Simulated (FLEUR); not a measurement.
Runs of FLEUR MaX-R8.1 (later development tree) on MnO. It takes space group Fm-3m (No. 225, cubic). Conventional cell: a = 4.448 Å, b = 4.448 Å, c = 4.448 Å, α = 90.00°, β = 90.00°, γ = 90.00°. Mn (site symmetry m-3m) has 6 O at 2.22 Å as nearest neighbours. Around O (site symmetry m-3m) lie 6 Mn at 2.22 Å. The cell is a database's computed one.

```tsv
U	gap on the mesh (eV)	moment (μB)
Mn d U = 4 eV	none	5.00
Mn d U = 2 eV	none	(a)
Mn d U = 0.0 eV	none	4.74
Mn d U = 6 eV	0.39	5.00
Mn d U = 5 eV	0.21	5.00
Mn d U = 3 eV	none	5.00
```

Alike in all rows: task single point; level PBEsol+U; potentials or basis all-electron, FLAPW; spin collinear, ferromagnetic start; cell as given; k mesh 8 × 8 × 8; smearing fermi-dirac 0.05 eV; kmax 4.5 1/bohr.

Task: Fill in the values left out.

Result: (a) 4.99.

Caveats: a cell with one magnetic atom can't hold antiferromagnetic order, which such compounds often take.

A k mesh can miss the band edges.

A gap of «none» marks a metal or a gap under the smearing width.
